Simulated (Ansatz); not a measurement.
# Cd in Ansatz: convergence with cutoff

Input of the first run (cutoff 80 eV); the others differ in this setting and in those tied to it:

File input.yaml:

```yaml
crystal:
  lattice:
    - [2.97887, 0.0, 0.0]
    - [-1.489435, 2.5797770946, 0.0]
    - [0.0, 0.0, 5.61765]
  atoms:
    - { symbol: Cd, position: [0.6666666667, 0.3333333333, 0.75] }
    - { symbol: Cd, position: [0.3333333333, 0.6666666667, 0.25] }
kpoints:
  mp_grid: { grid: [10, 10, 5] }
scf:
  occupations: { method: fermi_dirac, width: 0.05 }
hamiltonian:
  xc: pbesol
  pseudopotentials: { kind: all_electron, lapw: { basis_error: 0.001 } }
output:
  forces: true
  stress: true
  eigenvalues: true
basis:
  ecutwfc: 80
```

Potentials or basis: all-electron LAPW, scalar-relativistic.

The run is started by

```bash
$ ansatz run input.yaml --threads 1 --pin off --max-ram 3072MiB --backend cpu --events-out ev --progress --plain --runs-dir out
```

Hardware: 1 thread of Arm Neoverse V1 (shared host).

```
cutoff  energy less the tightest run, at zero smearing (meV/atom)  pressure (GPa)  SCF cycles  CPU time (s)  peak memory (GiB)
 80 eV                                                     246.65            1.22           7           4.8               0.25
110 eV                                                      46.59           -1.09           8           6.5               0.26
140 eV                                                       9.69           -1.48           8             7               0.27
180 eV                                                       1.44           -1.57           8           7.5               0.28
230 eV                                                       0.13           -1.58           8           9.6                0.3
290 eV                                                      -0.02           -1.58           8            12               0.32
360 eV                                                       0.00           -1.58           8            17               0.38
450 eV                                                       0.00           -1.58           8            25               0.48
560 eV                                                       0.00           -1.58           8            36               0.62
```

Against the tightest run, the energy stays within 1 meV/atom from 230 eV on; the pressure stays within 0.1 GPa from 140 eV on. The tightest run that finished is the yardstick and may itself not be fully converged.
